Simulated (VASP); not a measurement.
# SnS2 (Berndtite-2T) (P-3m1) in VASP: notebook

One crystal, SnS2 (Berndtite-2T), is run at these levels: PBEsol, LDA; tasks: relaxation of cell and atoms.

Program: VASP 6.6.1. These are calculated values, not measurements. Logs are shortened: lines on timing, memory, paths and dates and some standing lists are left out, and cuts for length are marked.

## Step 1: The crystal as given

It takes space group P-3m1 (No. 164, trigonal). Conventional cell: a = 3.651 Å, b = 3.651 Å, c = 6.060 Å, α = 90.00°, β = 90.00°, γ = 120.00°. Sn (site symmetry -3m) has 6 S at 2.57 Å as nearest neighbours. S (site symmetry 3m) has 3 Sn at 2.57 Å as nearest neighbours.

## Step 2: Relaxation of cell and atoms, PBEsol

Input file INCAR:

```
  ALGO = Normal
  EDIFF = 1E-7
  EDIFFG = -0.005
  ENCUT = 600
  GGA = PS
  IBRION = 2
  ISIF = 3
  ISMEAR = 0
  LASPH = True
  LCHARG = False
  LREAL = False
  LWAVE = False
  NELM = 80
  NSW = 90
  PREC = Accurate
  SIGMA = 0.03
```

Input file KPOINTS:

```
k-points
0
Gamma
  9 9 5
```

Input file POSCAR:

```
SnS2                                    
1.0
    3.6507473183     -0.0000000000     -0.0000000000
   -1.8253736591      3.1616399205     -0.0000000000
    0.0000000000      0.0000000000      6.0595563392
  Sn              S             
     1     2
Direct
     0.0000000000000000    0.0000000000000000    0.0000000000000000
     0.3333333332999970    0.6666666667000030    0.2431964727168780
     0.6666666667000030    0.3333333332999970    0.7568035272831219
```

Potentials or basis: VASP PAW PBE potentials, release 64 (Sn_d, S).

Started as:

```console
$ cat potpaw_PBE.64/Sn_d/POTCAR potpaw_PBE.64/S/POTCAR > POTCAR
$ mpirun -np 1 vasp_std > vasp.out
```

OUTCAR:

```text
EDIFF = 1E-7
   EDIFFG = -0.005
   ENCUT = 600
   GGA = PS
   IBRION = 2
   ISIF = 3
   ISMEAR = 0
   LASPH = True
   LREAL = False
   NELM = 80
   NSW = 90
   PREC = Accurate

 ion  position               nearest neighbor table
   1  0.000  0.000  0.000-   2 2.57   3 2.57   3 2.57   2 2.57   3 2.57   2 2.57
   2  0.333  0.667  0.243-   1 2.57   1 2.57   1 2.57
   3  0.667  0.333  0.757-   1 2.57   1 2.57   1 2.57

  LATTYP: Found a hexagonal cell.
 ALAT       =     3.6507473183
 C/A-ratio  =     1.6598125838

  Lattice vectors:

 A1 = (   3.6507473183,   0.0000000000,   0.0000000000)
 A2 = (  -1.8253736591,   3.1616399205,   0.0000000000)
 A3 = (   0.0000000000,   0.0000000000,   6.0595563392)

Analysis of symmetry for initial positions (statically):
=====================================================================
 Subroutine PRICEL returns:
 Original cell was already a primitive cell.

 Routine SETGRP: Setting up the symmetry group for a
 hexagonal supercell.

 Subroutine GETGRP returns: Found 12 space group operations
 (whereof 12 operations were pure point group operations)
 out of a pool of 24 trial point group operations.

The static configuration has the point symmetry D_3d.

Analysis of symmetry for dynamics (positions and initial velocities):
=====================================================================
 Subroutine PRICEL returns:
 Original cell was already a primitive cell.

 Routine SETGRP: Setting up the symmetry group for a
 hexagonal supercell.

 Subroutine GETGRP returns: Found 12 space group operations
 (whereof 12 operations were pure point group operations)
 out of a pool of 24 trial point group operations.

The dynamic configuration has the point symmetry D_3d.

 Subroutine INISYM returns: Found 12 space group operations
 (whereof 12 operations are pure point group operations),
 and found     1 'primitive' translations

----------------------------------------------------------------------------------------

                                     Primitive cell

  volume of cell :      69.9415

  direct lattice vectors                    reciprocal lattice vectors
     3.650747318  0.000000000  0.000000000     0.273916520  0.158145776  0.000000000
    -1.825373659  3.161639920  0.000000000     0.000000000  0.316291553  0.000000000
     0.000000000  0.000000000  6.059556339     0.000000000  0.000000000  0.165028584

  length of vectors
     3.650747318  3.650747318  6.059556339     0.316291553  0.316291553  0.165028584

  position of ions in fractional coordinates (direct lattice)
     0.000000000  0.000000000  0.000000000
     0.333333333  0.666666667  0.243196473
     0.666666667  0.333333333  0.756803527

  ion indices of the primitive-cell ions
   primitive index   ion index
                 1           1
                 2           2
                 3           3

----------------------------------------------------------------------------------------

 KPOINTS: k-points

Automatic generation of k-mesh.
 Grid dimensions read from file:
 generate k-points for:    9    9    5

 Generating k-lattice:

  Cartesian coordinates                     Fractional coordinates (reciprocal lattice)
     0.030435169  0.017571753  0.000000000     0.111111111 -0.000000000  0.000000000
     0.000000000  0.035143506  0.000000000     0.000000000  0.111111111  0.000000000
     0.000000000  0.000000000  0.033005717     0.000000000  0.000000000  0.200000000

  Length of vectors
     0.035143506  0.035143506  0.033005717

  Shift w.r.t. Gamma in fractional coordinates (k-lattice)
     0.000000000  0.000000000  0.000000000

 Subroutine IBZKPT returns following result:
 ===========================================

 Found     50 irreducible k-points:

 Following reciprocal coordinates:
            Coordinates               Weight
  0.000000  0.000000  0.000000      1.000000
  0.111111  0.000000  0.000000      6.000000
  0.222222  0.000000  0.000000      6.000000
  0.333333  0.000000  0.000000      6.000000
  0.444444  0.000000  0.000000      6.000000
  0.111111  0.111111  0.000000      6.000000
[... 16 lines left out ...]
  0.222222  0.111111  0.200000     12.000000
 -0.111111  0.333333  0.200000     12.000000
 [... further k-points ...]
   k-points           NKPTS =     50   k-points in BZ     NKDIM =     50   number of bands    NBANDS=     17
   number of dos      NEDOS =    301   number of ions     NIONS =      3
   total plane-waves  NPLWV =  43200
   dimension x,y,z NGX =    30 NGY =   30 NGZ =   48
   dimension x,y,z NGXF=    60 NGYF=   60 NGZF=   96
   ions per type =               1   2
   NGX,Y,Z   is equivalent  to a cutoff of  13.66, 13.66, 13.17 a.u.
   NGXF,Y,Z  is equivalent  to a cutoff of  27.32, 27.32, 26.34 a.u.
 SYSTEM =  unknown system
   PREC   = accura    normal or accurate (medium, high low for compatibility)
   ISTART =      0    job   : 0-new  1-cont  2-samecut
   ICHARG =      2    charge: 1-file 2-atom 10-const
   ISPIN  =      1    spin polarized calculation?
   LNONCOLLINEAR =      F non collinear calculations
   LSORBIT =      F    spin-orbit coupling
   LASPH  =      T    aspherical Exc in radial PAW
   ENCUT  =  600.0 eV  44.10 Ry    6.64 a.u.   7.29  7.29 12.10*2*pi/ulx,y,z
   NELM   =     80;   NELMIN=  2; NELMDL= -5     # of ELM steps
   EDIFF  = 0.1E-06   stopping-criterion for ELM
   LREAL  =      F    real-space projection
   EDIFFG = -.5E-02   stopping-criterion for IOM
   NSW    =     90    number of steps for IOM
   IBRION =      2    ionic relax: 0-MD 1-quasi-New 2-CG
   NFREE  =      1    steps in history (QN), initial steepest desc. (CG)
   ISIF   =      3    stress and relaxation
   ISYM   =      2    0-nonsym 1-usesym 2-fastsym
   POTIM  = 0.5000    time-step for ionic-motion
   TEBEG  =    0.0;   TEEND  =   0.0 temperature during run
   PSTRESS=    0.0 pullay stress
   NELECT =      26.0000    total number of electrons
   NUPDOWN=      -1.0000    fix difference up-down
   EMIN   =  10.00;   EMAX   =-10.00  energy-range for DOS
   EFERMI =   0.00;   METHOD = LEGACY
   ISMEAR =     0;   SIGMA  =   0.03  broadening in eV -4-tet -1-fermi 0-gaus
   EFERMI_NEDOS =   21; number of points for ismear=-14 and -15
   IALGO  =     38    algorithm
   IMIX   =      4    mixing-type and parameters
     AMIX     =   0.40;   BMIX     =  1.00
     AMIX_MAG =   1.60;   BMIX_MAG =  1.00
  volume/ion in A,a.u.               =      23.31       157.33
  Fermi-wavevector in a.u.,A,eV,Ry     =   1.177121  2.224435 18.852407  1.385613
  Thomas-Fermi vector in A             =   2.313473
   LORBIT       =      0    0 simple, 1 ext, 2 COOP (PROOUT), +10 PAW based schemes
   GGA     = PS    functional components
   LHFCALC =     F    Hartree Fock is set to
   AEXX    =    0.0000 exact exchange contribution
   IVDW    =     0    specifies the selected vdW correction
   LEPSILON=     F    determine dielectric tensor
   LRPA    =     F    only Hartree local field effects (RPA)
 conjugate gradient relaxation of ions
 non-spin polarized calculation
 Gauss-broadening in eV      SIGMA  =   0.03
  energy-cutoff  :      600.00
  volume of cell :       69.94
 maximum number of plane-waves:      2370
 NGX is ok and might be reduce to    30
   NGX = 15   NGY = 15   NGZ = 25

 number of electron      25.9999998 magnetization

 Free energy of the ion-electron system (eV)
  ---------------------------------------------------
  ext. energy  EPLUGINS =         0.00000000
  ---------------------------------------------------
  free energy    TOTEN  =       -14.27260895 eV

  energy without entropy =      -14.27260895  energy(sigma->0) =      -14.27260895

 E-fermi :   4.3850     XC(G=0):  -9.6343

 val. band max:        4.1738540058   @ k =   0.1111   0.1111   0.0000
 cond. band min:       5.6341643424   @ k =   0.0000   0.4444   0.4000
 fundamental gap:      1.4603103366
 Fermi energy:         4.3850316413

 k-point     1 :       0.0000    0.0000    0.0000
  band No.  band energies     occupation
      1     -16.5550      2.00000
      2     -16.5550      2.00000
      3     -16.5118      2.00000
      4     -16.4836      2.00000
      5     -16.4836      2.00000
      6      -9.4832      2.00000
[... 9 lines left out ...]
     16       9.6234      0.00000
     17       9.6234      0.00000

 k-point     2 :       0.1111    0.0000    0.0000
  band No.  band energies     occupation
      1     -16.5629      2.00000
      2     -16.5476      2.00000
      3     -16.5061      2.00000
      4     -16.4886      2.00000
      5     -16.4830      2.00000
      6      -9.3440      2.00000
[... 9 lines left out ...]
     16       9.3606      0.00000
     17       9.8899      0.00000

 k-point     3 :       0.2222    0.0000    0.0000
  band No.  band energies     occupation
      1     -16.5857      2.00000
      2     -16.5323      2.00000
      3     -16.5038      2.00000
      4     -16.4861      2.00000
      5     -16.4780      2.00000
      6      -8.9394      2.00000
[... 9 lines left out ...]
     16      10.2617      0.00000
     17      10.3508      0.00000

 k-point     4 :       0.3333    0.0000    0.0000
  band No.  band energies     occupation
      1     -16.6139      2.00000
      2     -16.5233      2.00000
      3     -16.5151      2.00000
      4     -16.4671      2.00000
      5     -16.4635      2.00000
      6      -8.3256      2.00000
[... 9 lines left out ...]
     16      10.4953      0.00000
     17      10.5414      0.00000
[... 343 lines left out ...]
      1     -16.5754      2.00000
      2     -16.5400      2.00000
      3     -16.4964      2.00000
      4     -16.4959      2.00000
      5     -16.4789      2.00000
      6      -9.0327      2.00000
[... 9 lines left out ...]
     16       9.5593      0.00000
     17      10.4113      0.00000

 k-point    23 :       0.2222    0.1111    0.2000
  band No.  band energies     occupation
      1     -16.5970      2.00000
      2     -16.5327      2.00000
      3     -16.5060      2.00000
      4     -16.4845      2.00000
      5     -16.4639      2.00000
      6      -8.5211      2.00000
[... 9 lines left out ...]
     16      10.2704      0.00000
     17      10.5709      0.00000

 k-point    24 :      -0.1111    0.3333    0.2000
  band No.  band energies     occupation
      1     -16.5970      2.00000
      2     -16.5327      2.00000
      3     -16.5060      2.00000
      4     -16.4845      2.00000
      5     -16.4639      2.00000
      6      -8.5202      2.00000
[... 9 lines left out ...]
     16      10.1038      0.00000
     17      11.1598      0.00000

 [... further k-points ...]

------------------------ aborting loop because EDIFF is reached ----------------------------------------

  FORCE on cell =-STRESS in cart. coord.  units (eV):
  Direction    XX          YY          ZZ          XY          YZ          ZX
  --------------------------------------------------------------------------------------
  -------------------------------------------------------------------------------------
  Total       -0.0021134     -0.0021134      0.0127473     -0.0000000      0.0000000      0.0000000
  in kB       -0.0484117     -0.0484117      0.2920067     -0.0000000      0.0000000      0.0000000
  external PRESSURE =       0.0650611 kB  Pullay stress =       0.0000000 kB

 VOLUME and BASIS-vectors are now :
 -----------------------------------------------------------------------------
  energy-cutoff  :      600.00
  volume of cell :       69.94
      direct lattice vectors                 reciprocal lattice vectors
     3.650747318  0.000000000  0.000000000     0.273916520  0.158145776  0.000000000
    -1.825373659  3.161639920  0.000000000     0.000000000  0.316291553  0.000000000
     0.000000000  0.000000000  6.059556339     0.000000000  0.000000000  0.165028584

 POSITION                                       TOTAL-FORCE (eV/Angst)
 -----------------------------------------------------------------------------------
      0.00000      0.00000      0.00000        -0.000000      0.000000      0.000000
     -0.00000      2.10776      1.47366        -0.000000      0.000000      0.003072
      1.82537      1.05388      4.58589         0.000000     -0.000000     -0.003072
 -----------------------------------------------------------------------------------
    total drift:                                0.000000     -0.000000      0.000000

  FREE ENERGIE OF THE ION-ELECTRON SYSTEM (eV)
  ---------------------------------------------------
  free  energy   TOTEN  =       -14.2726089490 eV

  energy  without entropy=      -14.2726089490  energy(sigma->0) =      -14.27260895

 reached required accuracy - stopping structural energy minimisation
```

Wall time 72 s (1 thread of Intel Xeon Platinum 8488C (Sapphire Rapids), shared host); peak memory 0.23 GiB.

What came out:

```
Free energy                  : -14.2726 eV
Pressure after relaxing      : 0.0 GPa
Largest force after relaxing : 0.003 eV/Å
Band gap on the k mesh       : 1.46 eV, indirect (least direct gap 1.82 eV)
```

Forces in eV/Å, atoms in the order of the input:
```
Sn   0.000  0.000  0.000
S    0.000  0.000  0.003
S    0.000  0.000 -0.003
```

Final structure:
```
CELL_PARAMETERS angstrom
3.65075 0.00000 0.00000
-1.82537 3.16164 0.00000
0.00000 0.00000 6.05956
ATOMIC_POSITIONS crystal
Sn 0.00000 0.00000 0.00000
S 0.33333 0.66667 0.24320
S 0.66667 0.33333 0.75680
```

Caveat: the relaxation stopped at its first step, so nothing moved; the PAW data sets were made with another functional, which shifts forces and pressure a little; spin-orbit coupling is left out, which moves the levels of the heavy elements; an odd mesh through Γ misses points on the zone boundary, where band edges often lie; this functional lacks dispersion, which binds the layers, so the pressure and a relaxed spacing across them are unreliable.

(Part 1 of 2 ends here.)
